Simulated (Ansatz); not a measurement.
# AlRu: the cost of one run

Program: Ansatz 0.2.0. Level of theory: DFT PBE, scalar-relativistic, plane waves, PAW. These are calculated values, not measurements.

3 further runs of the same task are left out: 3 set aside as unsound or not needed. Runs told in other sessions of the task aren't counted.

## (1) Starting point

Symmetry: Pm-3m, No. 221, cubic system. The conventional cell has a = 3.004 Å, b = 3.004 Å, c = 3.004 Å, α = 90.00°, β = 90.00°, γ = 90.00°. Al (site symmetry m-3m) is surrounded by 8 Ru at 2.60 Å. Around Ru (site symmetry m-3m) lie 8 Al at 2.60 Å.

Coordinates:

```
Al Ru
1.0
     3.00389    0.00000    0.00000
     0.00000    3.00389    0.00000
     0.00000    0.00000    3.00389
Al Ru
1 1
Direct
  0.00000 0.00000 0.00000
  0.50000 0.50000 0.50000
```

This cell was relaxed beforehand with the same method: volume 13.55 Å³/atom, gap on the mesh none (metal).

## (2) The scan

The energy is mapped over two normal modes frozen in (zone-centre modes of the cell shown, which folds in the wave vector (0, 0, 1/2) of the primitive cell).

- amplitude of mode 4 (156 cm⁻¹), largest displacement: 11 values from −0.081 to 0.081 Å
- amplitude of mode 12 (329 cm⁻¹), largest displacement: 11 values from −0.075 to 0.075 Å

Nothing else is relaxed (the cell and all other modes fixed). Energies count from the relaxed high-symmetry cell. Points are written as (first, second).

The modes come from a phonon run on the reference cell, made beforehand.

Displacement patterns for an amplitude of 1 (Å):

```
atom      x1     y1     z1     x2     y2      z2
 Al1   0.000  0.000  0.000  0.000  0.000   1.000
 Al2   0.000  0.000  0.000  0.000  0.000  -1.000
 Ru3   1.000  0.000  0.000  0.000  0.000   0.000
 Ru4  -1.000  0.000  0.000  0.000  0.000   0.000
```

## (3) Point (−0.049 Å, −0.075 Å)

Contents of input.yaml:

```yaml
crystal:
  lattice:
    - [3.0038895946, 0.0, 0.0]
    - [0.0, 3.0038895946, 0.0]
    - [0.0, 0.0, 6.0077791893]
  atoms:
    - { symbol: Al, position: [0.0, 0.0, -0.0124838143] }
    - { symbol: Al, position: [0.0, 0.0, 0.5124838143] }
    - { symbol: Ru, position: [0.4838209766, 0.5, 0.25] }
    - { symbol: Ru, position: [0.5161790234, 0.5, 0.75] }
basis:
  ecutwfc: 420
kpoints:
  mp_grid: { grid: [14, 14, 8] }
hamiltonian:
  xc: pbe
  pseudopotentials: { kind: paw, azcp: { folder: soft_1 } }
scf:
  occupations: { method: gaussian, width: 0.15 }
output:
  forces: true
  stress: true
  eigenvalues: true
```

Run with:

```bash
$ ansatz run input.yaml --threads 2 --pin off --max-ram 4096MiB --backend cpu --events-out ev --progress --plain --runs-dir out
```

**Question.** How long does this run take on 2 threads of AMD EPYC 9R45 (Zen 5), shared host, and how much memory does it need?

About 6.4 s, with a peak of 0.65 GiB.
